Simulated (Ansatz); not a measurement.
## Frozen-phonon scan for NaBr (rock salt)

Starting cell, NaBr (rock salt):

```
CELL_PARAMETERS angstrom
      0.00000     6.03598     6.03598
      3.01799     0.00000     3.01799
      3.01799     3.01799     0.00000
ATOMIC_POSITIONS crystal
  Br 0.00000 0.00000 0.00000
  Br 0.50000 0.00000 0.00000
  Na 0.25000 0.50000 0.50000
  Na 0.75000 0.50000 0.50000
```

A phonon eigenvector at L = (0.5, 0.0, 0.0) is frozen into this cell: atom i moves by Q times the vector below, so Q is the largest atomic displacement, in Å. The cell is held. It is one choice among 2 degenerate patterns. (q is in reciprocal vectors of the primitive cell; the cell shown is doubled to hold the pattern.)

```json
[
 {"atom": "Br1", "x": "0.285", "y": "-0.520", "z": "0.805"},
 {"atom": "Br2", "x": "-0.285", "y": "0.520", "z": "-0.805"}
]
```

Atoms not listed stay in place.

Method: PBE (plane waves to 420 eV, PAW, scalar-relativistic; Ansatz, a program for electronic structure). k mesh 5×10×10 (Γ-centred), Fermi-Dirac smearing 0.05 eV. E stands for the smeared free energy. Compression counts positive. NaBr was relaxed with its symmetry unable to fall. ΔE is measured from the undisplaced structure.

```tsv
Q (Å)	ΔE (meV/cell)	P (GPa)	−dE/dQ from forces (eV/Å)
-0.180	40.9	0.25	0.460
-0.150	28.3	0.17	0.380
-0.120	18.1	0.11	0.303
-0.090	10.1	0.06	0.226
-0.060	4.5	0.03	0.150
-0.030	1.1	0.00	0.075
0.000	0.0	0.00	0.000
0.030	1.1	0.00	-0.075
0.060	4.5	0.03	-0.150
0.090	10.1	0.06	-0.226
0.120	18.1	0.11	-0.303
0.150	28.3	0.17	-0.380
0.180	40.9	0.25	-0.460
```

Read from the data:

- Energy at Q = 0.180 Å: 40.9 meV/cell
- Space group of the distorted cell: P-1 (No. 2), lowered from Fm-3m
- Symmetry of the curve: even: the same for both signs
- Shape of the curve: a single well with its minimum at or next to zero displacement
- Harmonic wavenumber from the curvature (finite differences): 65 cm⁻¹
- Wavenumber by perturbation theory (DFPT, on another k mesh): 65 cm⁻¹

The 13 points together took very roughly 8 core-minutes.

(For displaced atoms, the force is minus the slope of the energy, and its curvature is a force constant, which sets phonon frequencies.)
